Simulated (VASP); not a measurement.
# InSb (F-43m) in VASP: a series of runs, part 2 of 2

VASP 6.6.1.

## 4. Relaxation of cell and atoms, PBEsol

Contents of INCAR:

```
SYSTEM = InSb
PREC = Accurate
ENCUT = 600
EDIFF = 1E-6
ISMEAR = 0
SIGMA = 0.03
LREAL = .False.
LASPH = .True.
NELM = 80
ALGO = Normal
ISIF = 3
LWAVE = .False.
LCHARG = .False.
GGA = PS
IBRION = 2
NSW = 90
EDIFFG = -0.01
```

Contents of KPOINTS:

```
regular mesh
0
Gamma
  10 10 10
  0 0 0
```

Contents of POSCAR:

```
InSb
1.0
    0.0000000000      3.2391000000      3.2391000000
    3.2391000000      0.0000000000      3.2391000000
    3.2391000000      3.2391000000      0.0000000000
In Sb
1 1
Direct
    0.0000000000      0.0000000000      0.0000000000
    0.2500000000      0.2500000000      0.2500000000
```

Potentials or basis: VASP PAW PBE potentials, release 64 (In_d, Sb).

The run is started by

```
$ cat potpaw_PBE.64/In_d/POTCAR potpaw_PBE.64/Sb/POTCAR > POTCAR
$ mpirun -np 1 vasp_std > vasp.out
```

OUTCAR:

```text
SYSTEM = InSb
   PREC = Accurate
   ENCUT = 600
   EDIFF = 1E-6
   ISMEAR = 0
   LREAL = .False.
   LASPH = .True.
   NELM = 80
   ISIF = 3
   GGA = PS
   IBRION = 2
   NSW = 90
   EDIFFG = -0.01

 ion  position               nearest neighbor table
   1  0.000  0.000  0.000-   2 2.81   2 2.81   2 2.81   2 2.81
   2  0.250  0.250  0.250-   1 2.81   1 2.81   1 2.81   1 2.81

  LATTYP: Found a face centered cubic cell.
 ALAT       =     6.4782000000

  Lattice vectors:

 A1 = (   0.0000000000,   3.2391000000,   3.2391000000)
 A2 = (   3.2391000000,   0.0000000000,   3.2391000000)
 A3 = (   3.2391000000,   3.2391000000,   0.0000000000)

Analysis of symmetry for initial positions (statically):
=====================================================================
 Subroutine PRICEL returns:
 Original cell was already a primitive cell.

 Routine SETGRP: Setting up the symmetry group for a
 face centered cubic supercell.

 Subroutine GETGRP returns: Found 24 space group operations
 (whereof 24 operations were pure point group operations)
 out of a pool of 48 trial point group operations.

The static configuration has the point symmetry T_d .

Analysis of symmetry for dynamics (positions and initial velocities):
=====================================================================
 Subroutine PRICEL returns:
 Original cell was already a primitive cell.

 Routine SETGRP: Setting up the symmetry group for a
 face centered cubic supercell.

 Subroutine GETGRP returns: Found 24 space group operations
 (whereof 24 operations were pure point group operations)
 out of a pool of 48 trial point group operations.

The dynamic configuration has the point symmetry T_d .

 Subroutine INISYM returns: Found 24 space group operations
 (whereof 24 operations are pure point group operations),
 and found     1 'primitive' translations

----------------------------------------------------------------------------------------

                                     Primitive cell

  volume of cell :      67.9678

  direct lattice vectors                    reciprocal lattice vectors
     0.000000000  3.239100000  3.239100000    -0.154363867  0.154363867  0.154363867
     3.239100000  0.000000000  3.239100000     0.154363867 -0.154363867  0.154363867
     3.239100000  3.239100000  0.000000000     0.154363867  0.154363867 -0.154363867

  length of vectors
     4.580779150  4.580779150  4.580779150     0.267366060  0.267366060  0.267366060

  position of ions in fractional coordinates (direct lattice)
     0.000000000  0.000000000  0.000000000
     0.250000000  0.250000000  0.250000000

  ion indices of the primitive-cell ions
   primitive index   ion index
                 1           1
                 2           2

----------------------------------------------------------------------------------------

 KPOINTS: regular mesh

Automatic generation of k-mesh.
 Grid dimensions read from file:
 generate k-points for:   10   10   10

 Generating k-lattice:

  Cartesian coordinates                     Fractional coordinates (reciprocal lattice)
[... 46 lines left out ...]
   dimension x,y,z NGXF=    80 NGYF=   80 NGZF=   80
   ions per type =               1   1
   NGX,Y,Z   is equivalent  to a cutoff of  14.52, 14.52, 14.52 a.u.
   NGXF,Y,Z  is equivalent  to a cutoff of  29.03, 29.03, 29.03 a.u.
 SYSTEM =  InSb
   PREC   = accura    normal or accurate (medium, high low for compatibility)
   ISTART =      0    job   : 0-new  1-cont  2-samecut
   ICHARG =      2    charge: 1-file 2-atom 10-const
   ISPIN  =      1    spin polarized calculation?
   LNONCOLLINEAR =      F non collinear calculations
   LSORBIT =      F    spin-orbit coupling
   LASPH  =      T    aspherical Exc in radial PAW
   ENCUT  =  600.0 eV  44.10 Ry    6.64 a.u.   9.15  9.15  9.15*2*pi/ulx,y,z
   NELM   =     80;   NELMIN=  2; NELMDL= -5     # of ELM steps
   EDIFF  = 0.1E-05   stopping-criterion for ELM
   LREAL  =      F    real-space projection
   EDIFFG = -.1E-01   stopping-criterion for IOM
   NSW    =     90    number of steps for IOM
   IBRION =      2    ionic relax: 0-MD 1-quasi-New 2-CG
   NFREE  =      1    steps in history (QN), initial steepest desc. (CG)
   ISIF   =      3    stress and relaxation
   ISYM   =      2    0-nonsym 1-usesym 2-fastsym
   POTIM  = 0.5000    time-step for ionic-motion
   TEBEG  =    0.0;   TEEND  =   0.0 temperature during run
   PSTRESS=    0.0 pullay stress
   NELECT =      18.0000    total number of electrons
   NUPDOWN=      -1.0000    fix difference up-down
   EMIN   =  10.00;   EMAX   =-10.00  energy-range for DOS
   EFERMI =   0.00;   METHOD = LEGACY
   ISMEAR =     0;   SIGMA  =   0.03  broadening in eV -4-tet -1-fermi 0-gaus
   EFERMI_NEDOS =   21; number of points for ismear=-14 and -15
   IALGO  =     38    algorithm
   IMIX   =      4    mixing-type and parameters
     AMIX     =   0.40;   BMIX     =  1.00
     AMIX_MAG =   1.60;   BMIX_MAG =  1.00
  volume/ion in A,a.u.               =      33.98       229.33
  Fermi-wavevector in a.u.,A,eV,Ry     =   1.051311  1.986690 15.037912  1.105255
  Thomas-Fermi vector in A             =   2.186349
   LORBIT       =      0    0 simple, 1 ext, 2 COOP (PROOUT), +10 PAW based schemes
   GGA     = PS    functional components
   LHFCALC =     F    Hartree Fock is set to
   AEXX    =    0.0000 exact exchange contribution
   IVDW    =     0    specifies the selected vdW correction
   LEPSILON=     F    determine dielectric tensor
   LRPA    =     F    only Hartree local field effects (RPA)
 conjugate gradient relaxation of ions
 non-spin polarized calculation
 Gauss-broadening in eV      SIGMA  =   0.03
  energy-cutoff  :      600.00
  volume of cell :       67.97
 maximum number of plane-waves:      2288
 NGX is ok and might be reduce to    40
   NGX = 19   NGY = 19   NGZ = 19

--------------------------------------- Ionic step        1  -------------------------------------------

 number of electron      18.0000001 magnetization

 Free energy of the ion-electron system (eV)
  ---------------------------------------------------
  ext. energy  EPLUGINS =         0.00000000
  ---------------------------------------------------
  free energy    TOTEN  =        -7.69620008 eV

  energy without entropy =       -7.69615381  energy(sigma->0) =       -7.69617694

------------------------ aborting loop because EDIFF is reached ----------------------------------------

  FORCE on cell =-STRESS in cart. coord.  units (eV):
  Direction    XX          YY          ZZ          XY          YZ          ZX
  --------------------------------------------------------------------------------------
  -------------------------------------------------------------------------------------
  Total        0.3733145      0.3733145      0.3733145      0.0000000      0.0000000      0.0000000
  in kB        8.7999929      8.7999929      8.7999929      0.0000000      0.0000000      0.0000000
  external PRESSURE =       8.7999929 kB  Pullay stress =       0.0000000 kB
[... 23 lines left out ...]
--------------------------------------- Ionic step        2  -------------------------------------------

 number of electron      17.9999998 magnetization

 E-fermi :   4.6953     XC(G=0):  -8.7563

 val. band max:        4.6861368971   @ k =   0.0000   0.0000   0.0000
 cond. band min:       5.1124891814   @ k =   0.5000   0.0000   0.0000
 fundamental gap:      0.4263522843
 Fermi energy:         4.6952739681

 k-point     1 :       0.0000    0.0000    0.0000
  band No.  band energies     occupation
      1      -9.7992      2.00000
      2      -9.7992      2.00000
      3      -9.7992      2.00000
      4      -9.7199      2.00000
      5      -9.7199      2.00000
      6      -5.8970      2.00000
      7       4.2753      2.00000
      8       4.6861      1.33333
      9       4.6861      1.33333
     10       4.6861      1.33333
     11       7.6202      0.00000
     12       7.6202      0.00000
     13       7.6202      0.00000
[... 403 lines left out ...]
--------------------------------------- Ionic step        3  -------------------------------------------

 number of electron      17.9999999 magnetization

 Free energy of the ion-electron system (eV)
  ---------------------------------------------------
  ext. energy  EPLUGINS =         0.00000000
  ---------------------------------------------------
  free energy    TOTEN  =        -7.69983402 eV

  energy without entropy =       -7.69978774  energy(sigma->0) =       -7.69981088

 E-fermi :   4.7705     XC(G=0):  -8.7870

 val. band max:        4.7613194605   @ k =   0.0000   0.0000   0.0000
 cond. band min:       5.1999534527   @ k =   0.5000   0.0000   0.0000
 fundamental gap:      0.4386339922
 Fermi energy:         4.7704565351

 k-point     1 :       0.0000    0.0000    0.0000
  band No.  band energies     occupation
      1      -9.7386      2.00000
      2      -9.7386      2.00000
      3      -9.7386      2.00000
      4      -9.6574      2.00000
      5      -9.6574      2.00000
      6      -5.8669      2.00000
      7       4.3916      2.00000
      8       4.7613      1.33333
      9       4.7613      1.33333
     10       4.7613      1.33333
     11       7.6947      0.00000
     12       7.6947      0.00000
     13       7.6947      0.00000
[... 397 lines left out ...]
  FREE ENERGIE OF THE ION-ELECTRON SYSTEM (eV)
  ---------------------------------------------------
  free  energy   TOTEN  =        -7.6998340192 eV

  energy  without entropy=       -7.6997877405  energy(sigma->0) =       -7.69981088

 reached required accuracy - stopping structural energy minimisation
```

OSZICAR:

```text
N       E                     dE             d eps       ncg     rms          rms(c)
DAV:   1     0.114085304536E+03    0.11409E+03   -0.87354E+03  1222   0.155E+03
[... 23 lines left out ...]
DAV:   1    -0.770864537140E+01   -0.93034E-02   -0.22293E-01  1532   0.944E+00    0.579E-01
DAV:   2    -0.770108181773E+01    0.75636E-02   -0.17013E-02  1477   0.299E+00    0.208E-01
DAV:   3    -0.769986872846E+01    0.12131E-02   -0.37461E-03  1627   0.125E+00    0.102E-01
DAV:   4    -0.769984641991E+01    0.22309E-04   -0.12236E-04  1242   0.110E-01    0.670E-02
DAV:   5    -0.769983300302E+01    0.13417E-04   -0.18968E-05  1536   0.435E-02    0.298E-02
DAV:   6    -0.769983430847E+01   -0.13054E-05   -0.50916E-06  1729   0.238E-02    0.491E-03
DAV:   7    -0.769983401924E+01    0.28922E-06   -0.30207E-07   631   0.104E-02
   3 F= -.76998340E+01 E0= -.76998109E+01  d E =-.363393E-02
```

Wall time 2 min (1 thread of Intel Xeon Platinum 8488C (Sapphire Rapids), shared host); peak memory 0.27 GiB.

What came out:

| Item | Value |
| --- | --- |
| Free energy | -7.6998 eV |
| Relaxed volume | 34.66 Å³/atom |
| Relaxed cell | a = 4.611 Å, b = 4.611 Å, c = 4.611 Å, α = 60.00°, β = 60.00°, γ = 60.00° |
| Space group after relaxing (to 0.05 Å) | F-43m (No. 216) |
| Energy gained by relaxing | 1.8 meV/atom |
| Ionic steps | 3 |
| Pressure after relaxing | 0.0 GPa |
| Band gap on the k mesh | none (metal or under the smearing width) |

The path:
```csv
step,energy change (eV),largest force (eV/Å),pressure (GPa),volume (Å³)
1,0.0000,0.0000,0.88,67.97
2,-0.0031,0.0000,-0.31,69.82
3,-0.0036,0.0000,-0.01,69.31
```

Final structure:
```
In Sb
1.0
     0.00000    3.26032    3.26032
     3.26032    0.00000    3.26032
     3.26032    3.26032    0.00000
In Sb
1 1
Direct
  0.00000 0.00000 0.00000
  0.25000 0.25000 0.25000
```

Levels at points of the mesh, in eV from the Fermi level:
```tsv
k point	band 7	band 8	band 9	band 10	band 11	band 12
(0.00, 0.00, 0.00)	-0.38	-0.01	-0.01	-0.01	2.92	2.92
(0.50, 0.00, 0.00)	-5.58	-0.99	-0.99	0.43	3.76	3.76
(0.50, 0.50, 0.00)	-5.88	-2.22	-2.22	1.27	1.28	8.00
```

Caveat: the PAW data sets were made with another functional, which shifts forces and pressure a little; this crystal is a semiconductor, whose small gap the functional closes, so the metal is an error of the method. Zero-point motion and thermal expansion aren't in these numbers.

## 5. Relaxation of cell and atoms, PBEsol

This run uses another cell than the first one, of 34.66 Å³/atom, 1.020 times its volume.

INCAR, as its differences from that of step 4:

```diff
@@ -3,3 +3,3 @@
 ENCUT = 600
-EDIFF = 1E-6
+EDIFF = 1E-7
 ISMEAR = 0
@@ -16,2 +16,2 @@
 NSW = 90
-EDIFFG = -0.01
+EDIFFG = -0.005
```

KPOINTS is that of step 4.

Contents of POSCAR:

```
InSb                                    
1.0
   -0.0000000000      3.2603245817      3.2603245817
    3.2603245817      0.0000000000      3.2603245817
    3.2603245817      3.2603245817      0.0000000000
  In              Sb            
     1     1
Direct
     0.0000000000000000    0.0000000000000000    0.0000000000000000
     0.2500000000000000    0.2500000000000000    0.2500000000000000
```

The run is started by

```
$ cat potpaw_PBE.64/In_d/POTCAR potpaw_PBE.64/Sb/POTCAR > POTCAR
$ mpirun -np 1 vasp_std > vasp.out
```

Run time: 64 s. Hardware: 1 thread of Intel Xeon Platinum 8488C (Sapphire Rapids), shared host; peak memory 0.26 GiB.

It converged, with:

```
Free energy             : -7.6999 eV
Pressure after relaxing : 0.0 GPa
Band gap on the k mesh  : none (metal or under the smearing width)
```

Final structure:
```yaml
crystal:
  lattice:
    - [0.00000, 3.26032, 3.26032]
    - [3.26032, 0.00000, 3.26032]
    - [3.26032, 3.26032, 0.00000]
  atoms:
    - { symbol: In, position: [0.00000, 0.00000, 0.00000] }
    - { symbol: Sb, position: [0.25000, 0.25000, 0.25000] }
```

Levels at points of the mesh, in eV from the Fermi level:
| k point | band 6 | band 7 | band 8 | band 9 | band 10 | band 11 | band 12 | band 13 |
| --- | --- | --- | --- | --- | --- | --- | --- | --- |
| (0.00, 0.00, 0.00) | -10.64 | -0.38 | -0.01 | -0.01 | -0.01 | 2.92 | 2.92 | 2.92 |
| (0.50, 0.00, 0.00) | -9.31 | -5.58 | -0.99 | -0.99 | 0.43 | 3.76 | 3.76 | 5.96 |
| (0.50, 0.50, 0.00) | -8.72 | -5.88 | -2.22 | -2.22 | 1.27 | 1.28 | 8.00 | 8.00 |

Caveat: the relaxation stopped at its first step, so nothing moved; the PAW data sets were made with another functional, which shifts forces and pressure a little; this crystal is a semiconductor, whose small gap the functional closes, so the metal is an error of the method.
